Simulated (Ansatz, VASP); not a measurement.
## Two plane-wave programs on Ti

```
Ti
1.0
     0.00000    1.96910    1.96910
     1.96910    0.00000    1.96910
     1.96910    1.96910    0.00000
Ti
1
Direct
  0.00000 0.00000 0.00000
```

Change from the starting cell: strain -0.030 along x and y, -0.030 along z, atoms carried along.

Alike in both runs: task single point; functional PBEsol; k mesh 20 × 20 × 20; occupations gaussian, width 0.15 eV; no spin polarisation.

|  | VASP | Ansatz |
| --- | --- | --- |
| version | VASP 6.6.1 | Ansatz 0.2.0 |
| potentials or method | VASP PAW PBE potentials, release 64 (Ti_sv) | scalar-relativistic, plane waves, PAW |
| plane-wave cutoff (eV) | 520 | 420 |
| valence electrons in the cell | 12 | 12 |

```tsv
	VASP	Ansatz	Ansatz less VASP
gap on the k mesh at the Fermi level (eV)	none	none	-
pressure (GPa)	11.3	11.8	+0.46
```

A gap of «none» marks a metal or a gap that the smearing closes. The functional is the same, so the differences come from potentials, cutoffs and numerics.

Caveats: the PAW data sets were made with another functional, which shifts forces and pressure a little (VASP).
